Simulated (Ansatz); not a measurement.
Input of an Ansatz 0.2.0 run:

The input input.yaml:

```yaml
crystal:
  lattice:
    - [0.01933363, 2.46286993, 2.45281136]
    - [2.50285714, -0.00674656, 2.47889155]
    - [2.4813249, 2.46741788, 0.01478568]
  atoms:
    - { symbol: Pb, position: [0.0, 0.0, 0.0] }
hamiltonian:
  xc: rpbe
  pseudopotentials: { kind: paw }
kpoints:
  mp_grid: { grid: [9, 9, 9] }
scf:
  occupations: { method: fermi_dirac, width: 0.05 }
output:
  forces: true
  stress: true
  eigenvalues: true
relax:
  f_tol: 0.01
  max_steps: 40
  cell: { stress_tol: 0.05 }
```

Potentials or basis: Ansatz PAW.

Command:

```bash
$ ansatz run input.yaml --threads 2 --pin off --max-ram 5632MiB --backend cpu --events-out ev --progress --plain --runs-dir out
```

(1) Predict the relaxed cell.

(2) Estimate the relaxed volume.

(3) What does it give for the space group after relaxing (to 0.05 Å)?

(4) Estimate the band gap on the k mesh.

Answers

(1) a = 3.603 Å, b = 3.604 Å, c = 3.607 Å, α = 59.95°, β = 60.01°, γ = 60.06°.

(2) 33.13 Å³/atom.

(3) Fm-3m (No. 225).

(4) none (metal or under the smearing width).

Caveat: the PAW data sets come from PBE, with cores solved anew for the run's functional, which leaves a small shift of forces and pressure.
